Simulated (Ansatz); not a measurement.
Ga:

```
Ga
1.0
     2.77842    0.00000    0.00000
     0.00000    3.28161    0.00000
    -1.34343    0.00000    3.99027
Ga
2
Direct
  0.13460 0.75000 0.77017
  0.86540 0.25000 0.22983
```

This isn't the form of Ga at room conditions, which is orthorhombic.

- Program: Ansatz 0.2.0
- Task: single point
- Functional: PBE
- Potentials or basis: Ansatz PAW
- Cutoff: 420 eV (not typed: the program's choice for these potentials)
- k mesh: 10 × 8 × 7
- Occupations: fermi-dirac, width 0.05 eV
- Spin: no spin polarisation

On this cell: pressure 3.1 GPa; largest force 0.086 eV/Å; band gap on the k mesh none (metal or under the smearing width).

The same run follows on a disturbed copy (atoms moved at random, drawn with an rms of 0.05 Å):

```xyz
2
Lattice="2.7784 0.0000 0.0000 0.0000 3.2816 0.0000 -1.3434 0.0000 3.9903" Properties=species:S:1:pos:R:3 pbc="T T T"
Ga   -0.6658    2.4533    3.0615
Ga    2.0773    0.8443    0.9079
```

Q: What changes?

A: The energy (extrapolated to zero smearing) moves by +0.5 meV/atom; pressure 3.1 GPa; largest force 0.098 eV/Å; band gap on the k mesh none (metal or under the smearing width).

Forces on the atoms (eV/Å):
```
Ga  -0.011  0.062 -0.074
Ga   0.011 -0.062  0.074
```

Stress tensor (GPa, compression positive):
```
 3.70  0.02 -0.36
 0.02  1.90  0.01
-0.36  0.01  3.60
```
